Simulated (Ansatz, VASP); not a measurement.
**One calculation of PtS2, two programs**

POSCAR

```
PtS2
1.0
    3.5432000000      0.0000000000      0.0000000000
   -1.7716000000      3.0685012107      0.0000000000
    0.0000000000      0.0000000000      5.0388000000
Pt S
1 2
Direct
    0.0000000000      0.0000000000      0.0000000000
    0.6666666667      0.3333333333      0.7730000000
    0.3333333333      0.6666666667      0.2270000000
```

INCAR.step1

```
SYSTEM = PtS2
ALGO = Normal
EDIFF = 1E-5
ENCUT = 520
GGA = PE
ISIF = 2
ISMEAR = -1
LASPH = .TRUE.
LCHARG = .FALSE.
LMAXMIX = 4
LREAL = .FALSE.
LWAVE = .TRUE.
NBANDS = 18
NELM = 60
PREC = Accurate
SIGMA = 0.05
```

File INCAR.step2:

```
SYSTEM = PtS2
ALGO = Normal
EDIFF = 1E-6
ENCUT = 520
GGA = PE
HFSCREEN = 0.3
ISIF = 2
ISMEAR = -1
ISTART = 1
LASPH = .TRUE.
LCHARG = .FALSE.
LHFCALC = .TRUE.
LMAXMIX = 4
LREAL = .FALSE.
LWAVE = .FALSE.
NBANDS = 18
NELM = 60
PREC = Accurate
PRECFOCK = Fast
SIGMA = 0.05
```

The input KPOINTS:

```
k-points
0
G
  5 5 3
  0 0 0
```

KPOINTS_OPT

```
path GMKGALHA,LM,KH
8
line-mode
reciprocal
 0.0000000000  0.0000000000  0.0000000000  G
 0.5000000000  0.0000000000  0.0000000000  M

 0.5000000000  0.0000000000  0.0000000000  M
 0.3333333333  0.3333333333  0.0000000000  K

 0.3333333333  0.3333333333  0.0000000000  K
 0.0000000000  0.0000000000  0.0000000000  G

 0.0000000000  0.0000000000  0.0000000000  G
 0.0000000000  0.0000000000  0.5000000000  A

 0.0000000000  0.0000000000  0.5000000000  A
 0.5000000000  0.0000000000  0.5000000000  L

 0.5000000000  0.0000000000  0.5000000000  L
 0.3333333333  0.3333333333  0.5000000000  H

 0.3333333333  0.3333333333  0.5000000000  H
 0.0000000000  0.0000000000  0.5000000000  A

 0.5000000000  0.0000000000  0.5000000000  L
 0.5000000000  0.0000000000  0.0000000000  M

 0.3333333333  0.3333333333  0.0000000000  K
 0.3333333333  0.3333333333  0.5000000000  H
```

File input.yaml:

```yaml
crystal:
  lattice:
    - [3.5432, 0.0, 0.0]
    - [-1.7716, 3.0685012107, 0.0]
    - [0.0, 0.0, 5.0388]
  atoms:
    - { symbol: Pt, position: [0.0, 0.0, 0.0] }
    - { symbol: S, position: [0.6666666667, 0.3333333333, 0.773] }
    - { symbol: S, position: [0.3333333333, 0.6666666667, 0.227] }
hamiltonian:
  xc: { exchange: pbe, correlation: pbe, exx: { coeff: 0.25, omega: 0.3 } }
  pseudopotentials: { kind: paw }
kpoints:
  mp_grid: { grid: [5, 5, 3] }
  band_path:
    path:
      - [[0.0, 0.0, 0.0], [0.5, 0.0, 0.0], [0.3333333333, 0.3333333333, 0.0], [0.0, 0.0, 0.0], [0.0, 0.0, 0.5], [0.5, 0.0, 0.5], [0.3333333333, 0.3333333333, 0.5], [0.0, 0.0, 0.5]]
      - [[0.5, 0.0, 0.5], [0.5, 0.0, 0.0]]
      - [[0.3333333333, 0.3333333333, 0.0], [0.3333333333, 0.3333333333, 0.5]]
    npoints: 4
scf:
  occupations: { method: fermi_dirac, width: 0.05 }
  n_extra_bands: 7
output:
  forces: true
  stress: true
  eigenvalues: true
  fatbands: false
  write_density: true
  write_potential: true
  elf: true
  volumetric_format: npy
```

Alike in both runs: task band structure; functional HSE03; k mesh 5 × 5 × 3; occupations fermi-dirac, width 0.05 eV; no spin polarisation.

|  | VASP | Ansatz |
| --- | --- | --- |
| version | VASP 6.6.1 | Ansatz 0.2.0 |
| potentials or method | VASP PAW PBE potentials, release 64 (Pt, S) | Ansatz PAW |
| plane-wave cutoff (eV) | 520 | 420 |
| valence electrons in the cell | 22 | 30 |

Ansatz gave:

| Quantity | Value |
| --- | --- |
| gap on the k mesh at the Fermi level (eV) | 1.77 |
| least direct gap on the mesh (eV) | 2.03 |
| gap along the band path (eV) | 1.55 |
| pressure (GPa) | 7.4 |
| largest component of the traceless stress (GPa) | 0.67 |
| rms of the force components (eV/Å) | 0.441 |

Q: Which values does VASP return?

A: gap on the k mesh at the Fermi level (eV): 1.74; least direct gap on the mesh (eV): 2.02; gap along the band path (eV): 1.49; pressure (GPa): 6.9; largest component of the traceless stress (GPa): 0.81; rms of the force components (eV/Å): 0.424.

Atom by atom the forces differ by 0.018 eV/Å (rms over components). With one functional, cell and mesh, what is left measures potentials, basis and numerics. The two sets of potentials don't hold the same shells in valence.

Caveats: spin-orbit coupling is left out, which moves the levels of the heavy elements; the PAW data sets were made with another functional, which shifts forces and pressure a little (VASP); the mesh misses the band edges, which the band path finds closer together (VASP); the k mesh misses the band edges, so the gap on the mesh is wider than the one along the path (Ansatz); the PAW data sets come from PBE, with cores solved anew for the run's functional, which leaves a small shift of forces and pressure (Ansatz); the thresholds are loose for stress (Ansatz).
